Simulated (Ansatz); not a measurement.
Runs of Ansatz 0.2.0 on Sn. The structure is orthorhombic, space group Immm (No. 71). Conventional cell: a = 3.453 Å, b = 3.551 Å, c = 4.677 Å, α = 90.00°, β = 90.00°, γ = 90.00°. Sn (site symmetry mmm) has 12 Sn at 3.41 to 3.55 Å as nearest neighbours. This isn't the form of Sn at room conditions, which is tetragonal (white tin).

```tsv
level	pressure (GPa)	relaxed volume (Å³/atom)
revPBE	0.0	(b)
LDA	0.0	25.90
RPBE	0.0	28.89
BLYP	0.0	30.86
PBE	0.0	(a)
PBEsol	0.0	26.57
```

Alike in all rows: task relaxation of cell and atoms; potentials or basis all-electron LAPW, scalar-relativistic; no spin polarisation; cell relaxed; k mesh 11 × 11 × 11; smearing fermi-dirac 0.05 eV; basis error allowed 0.001 eV/atom.

**Question.** Fill in the values left out.

**Answer.** (a) 28.05; (b) 28.65.
